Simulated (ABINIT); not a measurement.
Crystal: Zn.

```
CELL_PARAMETERS angstrom
2.67000 0.00000 0.00000
-1.33500 2.31229 0.00000
0.00000 0.00000 4.96600
ATOMIC_POSITIONS crystal
Zn 0.66667 0.33333 0.75000
Zn 0.33333 0.66667 0.25000
```

- Program: ABINIT 10.8.3 (patched build)
- Task: relaxation of cell and atoms
- Functional: PBE
- Potentials or basis: JTH PAW PBE v2.0
- Cutoff: 599 eV
- k mesh: 11 × 11 × 6
- Occupations: fermi-dirac, width 0.05 eV
- Spin: no spin polarisation

At the start: pressure -0.7 GPa; volume 15.33 Å³/atom.

**Question.** Where does the relaxation end?

**Answer.** Over 11 steps the energy falls by 3.5 meV/atom and the volume is 15.01 Å³/atom (-2.1 %); space group P6_3/mmc (No. 194, to 0.05 Å).

The path:
```tsv
step	energy change (eV)	largest force (eV/Å)	pressure (GPa)	volume (Å³)
1	0.0000	0.0000	-0.72	30.66
2	-0.0004	0.0000	-0.58	30.59
3	-0.0036	0.0000	0.73	29.92
4	-0.0029	0.0000	1.90	29.32
5	-0.0055	0.0000	0.55	29.92
6	-0.0065	0.0000	0.12	30.05
7	-0.0067	0.0000	-0.10	30.11
8	-0.0069	0.0000	-0.18	30.12
9	-0.0069	0.0000	-0.14	30.08
10	-0.0070	0.0000	-0.07	30.06
11	-0.0070	0.0000	0.00	30.03
```

Final structure:
```xyz
2
Lattice="2.6936 0.0000 0.0000 -1.3468 2.3327 0.0000 0.0000 0.0000 4.7789" Properties=species:S:1:pos:R:3 pbc="T T T"
Zn    1.3468    0.7776    3.5842
Zn    0.0000    1.5551    1.1947
```
